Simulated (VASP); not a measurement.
Nb:

```
Nb
1.0
     2.84110    0.00000    0.00000
    -1.42055    2.46046    0.00000
     0.00000    0.00000    2.65465
Nb
1
Direct
  0.00000 0.00000 0.00000
```

The cell was built by a generator and needn't be a form met in nature.

* Program: VASP 6.6.1
* Task: relaxation of cell and atoms
* Functional: r2SCAN
* Potentials or basis: VASP PAW PBE potentials, release 64 (Nb_sv)
* Cutoff: 600 eV
* k mesh: 9 × 9 × 6
* Occupations: gaussian, width 0.1 eV
* Spin: no spin polarisation

At the start: pressure 7.3 GPa; volume 18.56 Å³/atom.

**Question.** How do energy, volume and symmetry change on relaxing?

**Answer.** Over 6 steps the energy falls by 19.1 meV/atom and the volume is 19.40 Å³/atom (+4.5 %); space group P6/mmm (No. 191, to 0.05 Å).

Step by step:
```csv
step,energy change (eV),largest force (eV/Å),pressure (GPa),volume (Å³)
1,0.0000,0.0000,7.26,18.56
2,0.0364,0.0000,-9.83,20.90
3,-0.0189,0.0000,0.01,19.38
4,-0.0189,0.0000,0.16,19.36
5,-0.0190,0.0000,-0.17,19.43
6,-0.0191,0.0000,-0.02,19.40
```

Final structure:
```xyz
1
Lattice="2.8790 0.0000 0.0000 -1.4395 2.4933 0.0000 0.0000 0.0000 2.7025" Properties=species:S:1:pos:R:3 pbc="T T T"
Nb    0.0000    0.0000    0.0000
```

Caveat: the k mesh is coarse (spacing up to 0.39 Å⁻¹), so the values aren't converged; the PAW data sets were made with another functional, which shifts forces and pressure a little.
